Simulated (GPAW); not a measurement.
## Sc in GPAW: convergence with k mesh

Crystal: Sc.

```
Sc
1.0
     5.42268    0.00000    0.00000
     0.00000    5.42268    0.00000
     0.00000    0.00000    3.43521
Sc
4
Direct
  0.00000 0.50000 0.46734
  0.50000 0.00000 0.53266
  0.00000 0.00000 0.00000
  0.50000 0.50000 0.00000
```

This isn't the form of Sc at room conditions, which is hcp.

| Quantity | Value |
| --- | --- |
| Program | GPAW 26.7.0 |
| Task | convergence study |
| Functional | PBE |
| Potentials or basis | GPAW PAW data sets (gpaw-data 1.2.1) |
| Cutoff | 600 eV |
| Basis | pw |
| k mesh | 1 × 1 × 2 |
| Occupations | fermi-dirac, width 0.05 eV |
| Spin | no spin polarisation |

These are the settings of the first run; the series varies k mesh, with any setting tied to it.

Hardware: 1 thread of Arm Neoverse V2, with other jobs on the host.

Task: The values tried are 1 × 1 × 2, 2 × 2 × 3, 3 × 3 × 4, 3 × 3 × 5, 4 × 4 × 6, 5 × 5 × 7, 6 × 6 × 9, 7 × 7 × 10, loosest first. From which on does the energy stay within 1 meV/atom of the tightest run that finished?

Result: From 5 × 5 × 7 on.

```csv
k mesh,"energy less the tightest run, at zero smearing (meV/atom)",pressure (GPa),largest force (eV/Å),SCF cycles,CPU time (s),peak memory (GiB)
1 × 1 × 2,6.73,-3.92,0.705,13,7.2,0.18
2 × 2 × 3,47.35,-0.58,0.223,13,15,0.19
3 × 3 × 4,-8.24,-0.97,0.221,12,20,0.2
3 × 3 × 5,2.18,-1.07,0.218,11,19,0.2
4 × 4 × 6,-1.28,-1.07,0.233,13,51,0.23
5 × 5 × 7,-0.46,-0.95,0.215,13,49,0.23
6 × 6 × 9,-0.48,-0.94,0.211,12,95,0.3
7 × 7 × 10,0.00,-0.95,0.216,13,120,0.33
```

Against the tightest run, the pressure stays within 0.1 GPa from 5 × 5 × 7 on. Not settled before the last step: the largest force (to 0.005 eV/Å). Meshes of other sizes hit other points, so gaps and Fermi surfaces needn't settle smoothly. The tightest run that finished is the yardstick and may itself not be fully converged.
